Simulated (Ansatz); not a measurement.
The system is Cd.

```
Cd
1.0
    -1.78432    1.78432    1.78432
     1.78432   -1.78432    1.78432
     1.78432    1.78432   -1.78432
Cd
1
Direct
  0.00000 0.00000 0.00000
```

This isn't the form of Cd at room conditions, which is hcp.

* Program: Ansatz 0.2.0
* Task: relaxation of cell and atoms
* Functional: rPW86-PBE
* Dispersion: D4
* Potentials or basis: all-electron LAPW, relativistic spinors
* Basis error allowed: 0.001 eV/atom
* k mesh: 8 × 8 × 8
* Occupations: cold, width 0.05 eV
* Spin: non-collinear spin, ferromagnetic start, spin-orbit coupling
* Starting moments: [[0.0, 0.0, 0.5]] μB

At the start: volume 22.72 Å³/atom.

Task: Where does the relaxation end?

Result: Over 4 steps the energy falls by 10.8 meV/atom and the volume is 24.18 Å³/atom (+6.4 %); space group Im-3m (No. 229, to 0.05 Å); moment 0.00 μB per cell.

The path:
```tsv
step	energy change (eV)	largest force (eV/Å)	volume (Å³)
1	0.0000	0.0000	22.72
2	-0.0102	0.0000	23.79
3	-0.0108	0.0000	24.18
4	-0.0108	0.0000	24.18
```

Final structure:
```yaml
crystal:
  lattice:
    - [-1.82163, 1.82163, 1.82163]
    - [1.82163, -1.82163, 1.82163]
    - [1.82163, 1.82163, -1.82163]
  atoms:
    - { symbol: Cd, position: [0.00000, 0.00000, 0.00000] }
```

Caveat: the starting moments weren't kept.
